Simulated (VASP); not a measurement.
A run of VASP 6.6.1 is set up as follows.

INCAR

```
  PREC = Accurate
  ENCUT = 520
  EDIFF = 1E-7
  ISMEAR = 0
  SIGMA = 0.05
  LREAL = False
  LASPH = True
  NELM = 60
  ALGO = Normal
  ISIF = 2
  LWAVE = False
  LCHARG = False
  ISPIN = 2
  MAGMOM = -0.48 0
  LORBIT = 11
  LMAXMIX = 4
  LDAU = True
  LDAUTYPE = 2
  LDAUL = 2 -1
  LDAUU = 8 0
  LDAUJ = 0 0
  LDAUPRINT = 1
  METAGGA = R2SCAN
  LMIXTAU = True
```

KPOINTS

```
Automatic mesh
0
Gamma
  7 7 7
```

Contents of POSCAR:

```
CuO
1.0
    0.0000000000      2.3272527300      2.3272527300
    2.3272527300      0.0000000000      2.3272527300
    2.3272527300      2.3272527300      0.0000000000
Cu O
1 1
Direct
    0.0000000000      0.0000000000      0.0000000000
    0.2500000000      0.2500000000      0.2500000000
```

Potentials or basis: VASP PAW PBE potentials, release 64 (Cu, O).

Launch:

```sh
$ cat potpaw_PBE.64/Cu/POTCAR potpaw_PBE.64/O/POTCAR > POTCAR
$ mpirun -np 1 vasp_std > vasp.out
```

Task: Estimate the net moment.

Result: -1.00 μB per cell.

Task: What does it give for the pressure?

Result: -14.9 GPa.

Task: What does it give for the band gap on the k mesh?

Result: None (metal or under the smearing width).

Task: What does it give for the site moments?

Result: Cu -0.47; O -0.50 μB.

Eigenvalues of the final occupation matrices:
```
    site  spin  trace               eigenvalues
site 1 d     1   4.45  0.84 0.84 0.84 0.96 0.96
site 1 d     2   4.93  0.98 0.98 0.99 0.99 0.99
```

Caveat: the PAW data sets were made with another functional, which shifts forces and pressure a little; a cell with one magnetic atom can't hold antiferromagnetic order, which such compounds often take. The state reached can hang on the start; a lower one may exist.
